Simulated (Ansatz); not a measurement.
An Ansatz run on rocksalt ZnO left the output below. The starting cell comes from a relaxation with r2SCAN.

Structure:
```
Zn O
1.0
     0.00000    2.13377    2.13377
     2.13377    0.00000    2.13377
     2.13377    2.13377    0.00000
Zn O
1 1
Direct
  0.00000 0.00000 0.00000
  0.50000 0.50000 0.50000
```

Output, abridged:
```
Functional definition: HSE06
Crystal: 2 atoms, lattice volume = 19.430 Å³
Basis set: ecut = 420 eV, 339 PW (Γ)
Bands: 13, of which v1, the nominal top of the filled ones, is band 9 counted from 1 (8 counted from 0)
Symmetry: 48 space group operations
Space group: Fm-3m (ITA 225)
k-points: 16 of 216
Exchange kernel: α = 0.2500, screened, ω = 0.2079 Å⁻¹, Wigner–Seitz truncation, v(0) = 1039.3828 eV·Å³, q-mesh 6×6×6
preconditioner: auto → none  [insulator: Δε(μ)=2.742 eV  σ=0.020 eV  ℏωp=35.7 eV]
relax step 1: F+E_penalty+E_count = -3886.44045779 eV  P = +0.912 GPa  Ω = 19.430 Å³
relax step 2: F+E_penalty+E_count = -3886.44040213 eV  P = +0.372 GPa  Ω = 19.483 Å³
relax step 3: F+E_penalty+E_count = -3886.44025963 eV  P = +0.003 GPa  Ω = 19.520 Å³
relax step 4: F+E_penalty+E_count = -3886.44118073 eV  P = +0.020 GPa  Ω = 19.520 Å³  (SCF on a basis re-selected at this cell)
Free energy (F): -3886.441181 eV
Fermi energy:    10.162693 eV
--- Per-component energies (eV) ---
  E_band       = 43.680495
  E_kinetic    = 307.206057
  E_local      = -1715.160020
  E_nonlocal   = 672.737661
  E_hartree    = 708.623287
  E_xc         = -167.073452
  E_vxc        = -115.508309
  E_exx        = -61.455832
  E_paw        = -1977.414829
  E_vpaw       = -399.931729
  E_ewald      = -1654.519987
  E_core_change = 0.614007
--- Stress (GPa, compression-positive) ---
        0.020203       0.000000       0.000000
        0.000000       0.020203       0.000000
        0.000000       0.000000       0.020203
  P = ⅓ Tr σ = 0.0202 GPa (0.202 kbar)
--- Relaxed structure (3 steps of the walk, 3 accepted, 1 SCFs on fresh bases) ---
  F+E_penalty+E_count = -3886.44118073 eV
  cell:  # Å, volume = 19.5202 Å³
    - [0.000000, 2.137068, 2.137068]
    - [2.137068, 0.000000, 2.137068]
    - [2.137068, 2.137068, 0.000000]
  atoms:
    - { symbol: Zn, position: [0.000000, 0.000000, 0.000000] }
    - { symbol: O, position: [0.500000, 0.500000, 0.500000] }
```

Q: Which of these blocks stood in the input: relax, gw, phonons, dielectric, magnetization (spin_orbit)?

A: relax. The relax steps with a changing cell volume need the relax block with cell.

Q: Which k mesh was typed?

A: 6×6×6, Γ-centred.

Q: How were the bands filled?

A: With smearing of width σ = 0.02 eV (Fermi-Dirac in this run).

Run as `ansatz run input.yaml --threads 2 --pin off --max-ram 2211MiB --backend cpu --events-out ev --progress --plain --runs-dir out`.

No spin polarisation and no zero-point or thermal motion; the cell was built from a prototype and may be hypothetical.
